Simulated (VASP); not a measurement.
A run of VASP 6.6.1 is set up as follows.

The input INCAR:

```
SYSTEM = Pr
ALGO = Normal ; EDIFF = 1E-7
ENCUT = 520 ; GGA = PE
ISIF = 2 ; ISMEAR = 1
ISPIN = 2 ; LASPH = .TRUE.
LCHARG = .FALSE. ; LDAU = .TRUE.
LDAUJ = 0.9 ; LDAUL = 3
LDAUPRINT = 1 ; LDAUTYPE = 1
LDAUU = 6 ; LMAXMIX = 6
LORBIT = 11 ; LREAL = .FALSE.
LWAVE = .FALSE. ; MAGMOM = 2 -2
NELM = 120 ; PREC = Accurate
SIGMA = 0.1
```

KPOINTS

```
k-points
0
G
  7 6 6
  0 0 0
```

File POSCAR:

```
Pr
1.0
    4.1468640000      0.0563020000      0.0206840000
    0.0563020000      4.2064840000     -0.0755020000
    0.0206840000     -0.0755020000      4.2335740000
Pr
2
Direct
    0.0000000000      0.0000000000      0.0000000000
    0.5000000000      0.5000000000      0.5000000000
```

Potentials or basis: VASP PAW PBE potentials, release 64 (Pr_3), 4f in core.

Run with:

```console
$ cat potpaw_PBE.64/Pr_3/POTCAR > POTCAR
$ mpirun -np 1 vasp_std > vasp.out
```

(1) What does it give for the band gap on the k mesh?

(2) Estimate the pressure.

## Answers

(1) none (metal or under the smearing width).

(2) -0.4 GPa.

Caveat: the magnetic or orbital state may not be the lowest; U is put on an f shell that these potentials keep in the core, so it has next to no effect; spin-orbit coupling is left out, which moves the levels of the heavy elements; the 4f electrons are frozen in the core as for a trivalent ion, so they carry no moment and show no levels.
